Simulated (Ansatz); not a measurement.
Input file of a DFT run on PbSe with Ansatz:

```yaml
crystal:
  lattice:
    - [0.0, 3.0514720916, 3.0514720916]
    - [3.0514720916, 0.0, 3.0514720916]
    - [3.0514720916, 3.0514720916, 0.0]
  atoms:
    - { symbol: Pb, position: [0.5, 0.5, 0.5] }
    - { symbol: Se, position: [0.0, 0.0, 0.0] }
basis:
  ecutwfc: 420
  ecutrho_ratio: 4
kpoints:
  mp_grid: { grid: [10, 10, 10] }
hamiltonian:
  xc: pbesol
scf:
  occupations: { method: gaussian, width: 0.05 }
output:
  forces: true
  stress: true
  eigenvalues: true
```

The start was a prototype's sites filled with these elements; the Crystallography Open Database holds the compound in this structure.

What the program printed, in part:

```
Pseudopotentials: kind: paw
Pseudopotential: Pb, paw, valence charge 14, recommended cutoff 420 eV (normal), Pb.paw.azcp
Pseudopotential: Se, paw, valence charge 16, recommended cutoff 420 eV (normal), Se.paw.azcp
Crystal: 2 atoms, lattice volume = 56.827 Å³
Basis set: ecut = 420 eV, 1139 PW (Γ), exchange–correlation on 60×60×60 points (8 copies of the dense FFT grid, shifted against one another)
Bands: 19, of which v1, the nominal top of the filled ones, is band 15 counted from 1 (14 counted from 0)
Symmetry: 48 space group operations
Space group: Fm-3m (ITA 225), of the structure as read, at distance tolerance 3.8e-5 Å
k-points: 47 of 1000
Initial density: superposition of atomic densities (neutral atoms: chi_scale 0, normalization atom), corrected by the library's trained network
Initial wavefunctions: pseudopotential atomic-orbital guess
Functional: x = pbesol(κ = 0.804, μ = 0.12346), c = pbesol(β = 0.046)
```

```
SCF iter   1: F=—  HF=-17180.218049 eV  |F-HF|=—  |Δ(HF+E_count)|=         —  Δρ=2.38e-3  dr2=6.03e-3
SCF iter   2: F=—  HF=-17180.215219 eV  |F-HF|=—  |Δ(HF+E_count)|=   2.83e-3  Δρ=1.10e-3  dr2=7.81e-4
SCF iter   3: F=—  HF=-17180.214988 eV  |F-HF|=—  |Δ(HF+E_count)|=   2.30e-4  Δρ=3.47e-4  dr2=4.79e-5
SCF iter   4: F=—  HF=-17180.215002 eV  |F-HF|=—  |Δ(HF+E_count)|=   1.34e-5  Δρ=1.19e-4  dr2=3.73e-6
SCF iter   5: F=—  HF=-17180.215005 eV  |F-HF|=—  |Δ(HF+E_count)|=   2.78e-6  Δρ=2.19e-5  dr2=2.31e-7
SCF iter   6: F=-17180.215004 eV  HF=-17180.215004 eV  |F-HF|=1.24e-8  |Δ(HF+E_count)|=   1.79e-7  Δρ=4.68e-6  dr2=1.04e-8
```

```
SCF 1 converged in 6 iterations: F = -17180.215004 eV  dr2 = 1.04e-8
SCF converged after 6 iterations
Free energy (F): -17180.215004 eV
E sigma→0 (E₀):  -17180.214998 eV
Entropy (-TS):   -0.000013 eV (-0.007 meV/atom)
Fermi energy:    9.110822 eV
--- Forces (eV/Å), atoms counted from 1 ---
  atom   1  Pb     0.00000000     0.00000000     0.00000000
  atom   2  Se     0.00000000     0.00000000     0.00000000
--- Stress (GPa, compression-positive) ---
       -0.000421       0.000000       0.000000
        0.000000      -0.000421       0.000000
        0.000000       0.000000      -0.000421
  P = ⅓ Tr σ = -0.0004 GPa (-0.004 kbar)
```

In short (PBEsol): pressure 0.0 GPa, gap on the mesh 0.17 eV.

Scalar-relativistic only: spin–orbit splittings of the heavy atoms' levels are missing. A gap on the mesh alone may be smaller, or close, between its points.
